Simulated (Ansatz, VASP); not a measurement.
**Ru in VASP and in Ansatz**

```
CELL_PARAMETERS angstrom
2.70580 0.00000 0.00000
-1.35290 2.34329 0.00000
0.00000 0.00000 4.28190
ATOMIC_POSITIONS crystal
Ru 0.33333 0.66667 0.25000
Ru 0.66667 0.33333 0.75000
```

Alike in both runs: task single point; functional revPBE; k mesh 10 × 10 × 6; no spin polarisation.

|  | VASP | Ansatz |
| --- | --- | --- |
| version | VASP 6.6.1 | Ansatz 0.2.0 |
| potentials or method | VASP PAW PBE potentials, release 64 (Ru_pv) | plane waves, PAW |
| plane-wave cutoff (eV) | 520 | 420 |
| occupations | methfessel-paxton of order 1, width 0.02 eV | cold, width 0.02 eV |
| valence electrons in the cell | 28 | 32 |

Ansatz gave:

* pressure (GPa): 7.8
* largest component of the traceless stress (GPa): 3.30

**Question.** What did VASP give for the same quantities?

**Answer.** Pressure (GPa): 7.7; largest component of the traceless stress (GPa): 3.34.

The two sets of potentials don't hold the same shells in valence. Ansatz warned: «structure_snapped_to_symmetry».

Caveats: the PAW data sets were made with another functional, which shifts forces and pressure a little (VASP).
